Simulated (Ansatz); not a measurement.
# Pressure against volume: NbH2

```yaml
crystal:
  lattice:
    - [0.00000, 2.28150, 2.28150]
    - [2.28150, 0.00000, 2.28150]
    - [2.28150, 2.28150, 0.00000]
  atoms:
    - { symbol: Nb, position: [0.00000, 0.00000, 0.00000] }
    - { symbol: H, position: [0.25000, 0.25000, 0.25000] }
    - { symbol: H, position: [0.75000, 0.75000, 0.75000] }
```

The geometry is COD entry 9009022, unchecked; take it as a test cell.

Spin polarisation is left out, and whether a magnetic state lies lower isn't shown here.

Levels of theory: DFT, LDA, all-electron LAPW, scalar-relativistic (Ansatz 0.2.0); DFT, LDA, PAW with Ansatz's default frozen-core files, scalar-relativistic (Ansatz 0.2.0).

For LAPW: a Γ-centred 15×15×15 k mesh, Fermi–Dirac smearing of 0.03 eV, basis error target 1 meV/atom, no spin polarisation. PAW takes a cutoff of 420 eV at this cell (files made with PBE, cores remade for this functional). The Ansatz runs share mesh, smearing and spin set-up. Plane-wave (PAW) pressures include the program's estimate of the Pulay term.

The cell above is scaled evenly, with fractional coordinates and shape held.

Question: Estimate the equilibrium volume and bulk modulus that LAPW (all electrons) gives for this fixed shape.

Answer: V0 = 7.57 Å³/atom, B0 = 200 GPa, B0′ = 4.1, from a third-order Birch–Murnaghan fit to these pressures:
| V/V(cell) | V (Å³/atom) | P, LAPW (GPa) | P, PAW (GPa) | free energy over the lowest listed, PAW (meV/atom) |
| --- | --- | --- | --- | --- |
| 0.9400 | 7.442 | 3.51 | 3.55 | 1.3 |
| 0.9600 | 7.600 | -0.81 | -0.77 | 0.0 |
| 0.9800 | 7.759 | -4.69 | -4.65 | 2.7 |
| 0.9900 | 7.838 | -6.49 | -6.45 | 5.5 |
| 1.0000 | 7.917 | -8.19 | -8.15 | 9.1 |
| 1.0100 | 7.996 | -9.80 | -9.76 | 13.5 |
| 1.0200 | 8.076 | -11.33 | -11.29 | 18.7 |
| 1.0400 | 8.234 | -14.15 | -14.12 | 31.3 |
| 1.0600 | 8.392 | -16.69 | -16.66 | 46.5 |

PAW's V0 lies 0.02 % from the all-electron value and its B0 -0.1 %. Symmetry fixes shape and coordinates here, so this is the relaxed modulus.
